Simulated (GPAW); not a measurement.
# ZnO (zincite) (P6_3mc) in GPAW: convergence with bands over the usual count

Aim: find how far bands over the usual count must go before the results for ZnO (zincite) settle, at r2SCAN. This setting moves, with any that are tied to it; all else stays.

All numbers are computed with GPAW 26.7.0; they aren't measurements. Logs are shortened: lines on timing, memory, paths and dates and some standing lists are left out, and cuts for length are marked. The log counts tension as positive stress, the text compression.

## 1. The crystal as given

Symmetry: P6_3mc, No. 186, hexagonal system. The conventional cell has a = 3.249 Å, b = 3.249 Å, c = 5.206 Å, α = 90.00°, β = 90.00°, γ = 120.00°. Around Zn (site symmetry 3m) lie 4 O at 1.97 to 1.98 Å. Around O (site symmetry 3m) lie 4 Zn at 1.97 to 1.98 Å.

## 2. With bands over the usual count 0.72

The input, run.py:

```python
from ase import Atoms
from ase.dft.bandgap import bandgap
from ase.io import write
from ase.units import GPa
from gpaw import GPAW, PW

atoms = Atoms(['Zn', 'Zn', 'O', 'O'],
              cell=[[3.249308, 0.0, 0.0],
                    [-1.624654, 2.8139832727, 0.0],
                    [0.0, 0.0, 5.205709]],
              scaled_positions=[[0.6666666667, 0.3333333333, 0.0],
                                [0.3333333333, 0.6666666667, 0.5],
                                [0.3333333333, 0.6666666667, 0.87901],
                                [0.6666666667, 0.3333333333, 0.37901]],
              pbc=True)

calc = GPAW(mode=PW(800),
            xc='MGGA_X_R2SCAN+MGGA_C_R2SCAN',
            kpts={'size': (6, 6, 3), 'gamma': True},
            occupations={'name': 'fermi-dirac', 'width': 0.05},
            nbands=22,
            convergence={'density': 1e-05, 'energy': 1e-05},
            maxiter=100,
            txt='gpaw.txt')
atoms.calc = calc
energy = atoms.get_potential_energy()
forces = atoms.get_forces()
stress = atoms.get_stress()
calc.write('gs.gpw')
write('result.traj', atoms)
print(f'Energy: {energy:.6f} eV')
print('Forces (eV/A):')
print(forces.round(4))
print('Stress (GPa):', (stress / GPa).round(3))
print('Fermi level:', round(calc.get_fermi_level(), 4), 'eV')
print(f'Gap: {bandgap(calc)[0]:.4f} eV, direct: {bandgap(calc, direct=True)[0]:.4f} eV')
```

Potentials or basis: GPAW PAW data sets (gpaw-data 1.2.1), pw.

The run is started by

```
$ OMP_NUM_THREADS=1 python run.py
```

It took 54 s on 1 thread of Arm Neoverse V2, shared host; peak memory 0.27 GiB.

What came out:

| Property | Result |
| --- | --- |
| Free energy | -34.6757 eV |
| Pressure | -1.7 GPa |
| Largest force | 0.070 eV/Å |
| Band gap on the k mesh | 1.24 eV, direct |

## 3. With bands over the usual count 0.8

Changes to run.py since step 2:

```diff
@@ -20,3 +20,3 @@
             occupations={'name': 'fermi-dirac', 'width': 0.05},
-            nbands=22,
+            nbands=25,
             convergence={'density': 1e-05, 'energy': 1e-05},
```

Potentials or basis: GPAW PAW data sets (gpaw-data 1.2.1), pw.

The run is started by

```
$ OMP_NUM_THREADS=1 python run.py
```

Wall time 59 s (1 thread of Arm Neoverse V2, shared host); peak memory 0.28 GiB.

It converged, with:

```
Free energy            : -34.6757 eV
Pressure               : -1.7 GPa
Largest force          : 0.070 eV/Å
Band gap on the k mesh : 1.24 eV, direct
```

## 4. With bands over the usual count 0.9

Changes to run.py since step 3:

```diff
@@ -20,3 +20,3 @@
             occupations={'name': 'fermi-dirac', 'width': 0.05},
-            nbands=25,
+            nbands=28,
             convergence={'density': 1e-05, 'energy': 1e-05},
```

The run is started by

```
$ OMP_NUM_THREADS=1 python run.py
```

Run time: 66 s. Hardware: 1 thread of Arm Neoverse V2, shared host; peak memory 0.28 GiB.

It converged, with:

| Item | Value |
| --- | --- |
| Free energy | -34.6757 eV |
| Pressure | -1.7 GPa |
| Largest force | 0.070 eV/Å |
| Band gap on the k mesh | 1.24 eV, direct |

## 5. With bands over the usual count 1

Changes to run.py since step 4:

```diff
@@ -20,3 +20,3 @@
             occupations={'name': 'fermi-dirac', 'width': 0.05},
-            nbands=28,
+            nbands=31,
             convergence={'density': 1e-05, 'energy': 1e-05},
```

The run is started by

```
$ OMP_NUM_THREADS=1 python run.py
```

Wall time 76 s (1 thread of Arm Neoverse V2, shared host); peak memory 0.28 GiB.

It converged, with:

| Property | Result |
| --- | --- |
| Free energy | -34.6757 eV |
| Pressure | -1.7 GPa |
| Largest force | 0.070 eV/Å |
| Band gap on the k mesh | 1.24 eV, direct |

## 6. With bands over the usual count 1.3

Changes to run.py since step 5:

```diff
@@ -20,3 +20,3 @@
             occupations={'name': 'fermi-dirac', 'width': 0.05},
-            nbands=31,
+            nbands=40,
             convergence={'density': 1e-05, 'energy': 1e-05},
```

Potentials or basis: GPAW PAW data sets (gpaw-data 1.2.1), pw.

The run is started by

```
$ OMP_NUM_THREADS=1 python run.py
```

It took 1.8 min on 1 thread of Arm Neoverse V2, shared host; peak memory 0.29 GiB.

The run converged. Its results:

| Item | Value |
| --- | --- |
| Free energy | -34.6757 eV |
| Pressure | -1.7 GPa |
| Largest force | 0.070 eV/Å |
| Band gap on the k mesh | 1.24 eV, direct |

## 7. With bands over the usual count 1.7

Changes to run.py since step 6:

```diff
@@ -20,3 +20,3 @@
             occupations={'name': 'fermi-dirac', 'width': 0.05},
-            nbands=40,
+            nbands=52,
             convergence={'density': 1e-05, 'energy': 1e-05},
```

The run is started by

```
$ OMP_NUM_THREADS=1 python run.py
```

Run time: 2.2 min. Hardware: 1 thread of Arm Neoverse V2, shared host; peak memory 0.29 GiB.

The run converged. Its results:

```
Free energy            : -34.6757 eV
Pressure               : -1.7 GPa
Largest force          : 0.070 eV/Å
Band gap on the k mesh : 1.24 eV, direct
```

## 8. With bands over the usual count 2.5

Changes to run.py since step 7:

```diff
@@ -20,3 +20,3 @@
             occupations={'name': 'fermi-dirac', 'width': 0.05},
-            nbands=52,
+            nbands=77,
             convergence={'density': 1e-05, 'energy': 1e-05},
```

Potentials or basis: GPAW PAW data sets (gpaw-data 1.2.1), pw.

The run is started by

```
$ OMP_NUM_THREADS=1 python run.py
```

gpaw.txt:

```text
__  _  _
 | _ |_)|_||  |
 |__||  | ||/\| - 26.7.0

Input parameters:
  mode=PW(ecut=800.0),
  convergence={'density': 1e-05, 'energy': 1e-05},
  kpts=MonkhorstPack(size=(6, 6, 3), gamma=True),
  maxiter=100,
  nbands=77,
  occupations=Occupations(name='fermi-dirac', width=0.05),
  xc=XC(name='MGGA_X_R2SCAN+MGGA_C_R2SCAN')

Diagonalizing LCAO Hamiltonian
Converting LCAO to pw mode

        O

        Zn

           O

           Zn

Atoms  # Å, Bohr magnetons
|   | symbol |         x |        y |        z |    initial magnetic moments |
|---|--------|-----------|----------|----------|-----------------------------|
| 0 |     Zn |  1.624654 | 0.937994 | 0.000000 | ( 0.0000,  0.0000,  0.0000) |
| 1 |     Zn | -0.000000 | 1.875989 | 2.602854 | ( 0.0000,  0.0000,  0.0000) |
| 2 |      O | -0.000000 | 1.875989 | 4.575870 | ( 0.0000,  0.0000,  0.0000) |
| 3 |      O |  1.624654 | 0.937994 | 1.973016 | ( 0.0000,  0.0000,  0.0000) |

Unit cell  # Å
| periodic |         x |        y |        z |  lengths |     angles |
|----------|-----------|----------|----------|----------|------------|
|      yes |  3.249308 | 0.000000 | 0.000000 | 3.249308 |  90.000000 |
|      yes | -1.624654 | 2.813983 | 0.000000 | 3.249308 |  90.000000 |
|      yes |  0.000000 | 0.000000 | 5.205709 | 5.205709 | 120.000000 |

Number of symmetries: 6
Symmetry operations  # r_c * U_cc + t_c -> r_c
|   | kind |            matrix            |
|---|------|------------------------------|
| 0 |  σ   |  1, 1, 0,  0,-1, 0,  0, 0, 1 |
| 1 |  E   |  1, 0, 0,  0, 1, 0,  0, 0, 1 |
| 2 |  C3  |  0, 1, 0, -1,-1, 0,  0, 0, 1 |
| 3 |  σ   |  0,-1, 0, -1, 0, 0,  0, 0, 1 |
| 4 |  σ   | -1, 0, 0,  1, 1, 0,  0, 0, 1 |
| 5 |  C3  | -1,-1, 0,  1, 0, 0,  0, 0, 1 |

BZ-sampling:
  Number of BZ points: 108
  Number of IBZ points: 17

  Monkhorst-Pack size: [6, 6, 3]
  Monkhorst-Pack shift: [0.08333333333333333, 0.08333333333333333, 0.0]

K-points  # in reciprocal-cell coordinates
|     |                                coordinates |     weight |
[... 89 lines left out ...]
eigensolver:
  PPCG
  Converge bands: occupied
  niter=2

density mixing:
  MSR1-Mixer
  Pratt-step length: 0.05
  Maximum mixing coefficient: 0.75
  Old densities: 10
  SVD Regularization: 0.005
  Good broyden scale: 1.0
  Trust region scale: 1.0
  Backstep threshold: 4.0
  History deletion threshold: 6.0
  Fourier metric: weight=20.0, sigma=0.015

occupation numbers:
  Fermi-Dirac:
    width: 0.0500  # eV

poisson solver:
  ecut: 6400.0  # eV

xc functional:
  name: MGGA_X_R2SCAN+MGGA_C_R2SCAN with 2 nearest neighbor stencil

convergence criteria:
[... 6 lines left out ...]
|iter     | |      energy | eigst |  dens |
|---------|-|-------------|-------|-------|
|iter:   1| |  -43.813882 | +1.20 |       |
|iter:   2| |  -36.324051 | -0.39 | -0.98 |
|iter:   3| |  -34.704370 | -1.38 | -1.02 |
|iter:   4| |  -34.658849 | -2.52 | -1.61 |
|iter:   5| |  -34.669959 | -3.25 | -1.85 |
|iter:   6| |  -34.675691 | -3.07 | -2.25 |
|iter:   7| |  -34.675711 | -5.55 | -3.20 |
|iter:   8| |  -34.675742c| -5.51 | -3.37 |
|iter:   9| |  -34.675747c| -6.57 | -3.83 |
|iter:  10| |  -34.675747c| -7.83c| -4.80 |
|iter:  11| |  -34.675747c| -7.97c| -5.25c|

Converged in 11 steps
Energy contributions relative to reference atoms: (reference = -101804.357908)

Energy contributions:
  Kinetic:          65.667316
  Coulomb:         -57.427207
  Zero:              0.261738
  External:          0.000000
  Xc:              -43.177594
  Entropy:          -0.000000
  Spinorbit:         0.000000
  ----------------------------
  Free energy:     -34.675747
  Extrapolated:    -34.675747

dipole moment: (0.000010, -0.000005, -8.190859)  # |e|*Ang

Fermi level: 4.218
Eigenvalues  # (at kpt = [0.000, 0.000, 0.000])
| band index |      eig [eV] | occ [0-2] |
|------------|---------------|-----------|
|          0 |       -15.484 |     2.000 |
|        ... |               |           |
|         10 |        -0.734 |     2.000 |
|         11 |        -0.734 |     2.000 |
|         12 |        -0.483 |     2.000 |
|         13 |         2.746 |     2.000 |
|         14 |         2.747 |     2.000 |
|         15 |         3.502 |     2.000 |
[... 8 lines left out ...]
|         24 |        18.605 |     0.000 |
|         25 |        18.605 |     0.000 |
|        ... |               |           |
|         76 |        68.771 |     0.000 |

Gap: 1.236 eV
Transition (v -> c):
  (s=0, k=0, n=17, [0.00, 0.00, 0.00]) -> (s=0, k=0, n=18, [0.00, 0.00, 0.00])
No difference between direct/indirect transitions

Forces  # eV/Ang
|        x |        y |        z |
|----------|----------|----------|
| -0.00000 |  0.00000 | -0.06849 |  # Zn   0
|  0.00000 |  0.00000 | -0.06815 |  # Zn   1
| -0.00000 |  0.00000 |  0.07013 |  # O    2
|  0.00000 | -0.00000 |  0.06743 |  # O    3

Stress tensor  # eV/Ang^3
|        x |         y |        z |
|----------|-----------|----------|
| 0.013803 | -0.000000 | 0.000000 |
| 0.000000 |  0.013803 | 0.000000 |
| 0.000000 |  0.000000 | 0.003623 |

# Writing to gs.gpw (mode='')
```

stdout:

```text
Energy: -34.675747 eV
Forces (eV/A):
[[-0.      0.     -0.0685]
 [ 0.      0.     -0.0682]
 [-0.      0.      0.0701]
 [ 0.     -0.      0.0674]]
Stress (GPa): [ 2.211  2.211  0.58   0.     0.    -0.   ]
Fermi level: 4.2179 eV
Gap: 1.2362 eV, direct: 1.2362 eV
```

Run time: 3.3 min. Hardware: 1 thread of Arm Neoverse V2, shared host; peak memory 0.31 GiB.

Results:

| Item | Value |
| --- | --- |
| Free energy | -34.6757 eV |
| Pressure | -1.7 GPa |
| Largest force | 0.070 eV/Å |
| Band gap on the k mesh | 1.24 eV, direct |

## 9. Result

```
bands over the usual count  energy less the tightest run, at zero smearing (meV/atom)  SCF cycles  CPU time (s)  peak memory (GiB)
                      0.72                                                       0.00          11            54               0.27
                       0.8                                                       0.00          11            59               0.28
                       0.9                                                       0.00          11            66               0.28
                         1                                                       0.00          11            76               0.28
                       1.3                                                       0.00          11           110               0.29
                       1.7                                                       0.00          11           130               0.29
                       2.5                                                       0.00          11           200               0.31
```

Against the tightest run, the energy stays within 1 meV/atom from 0.72 on. The tightest run that finished is the yardstick and may itself not be fully converged.

Caveats: the PAW data sets were made with another functional, which shifts forces and pressure a little.
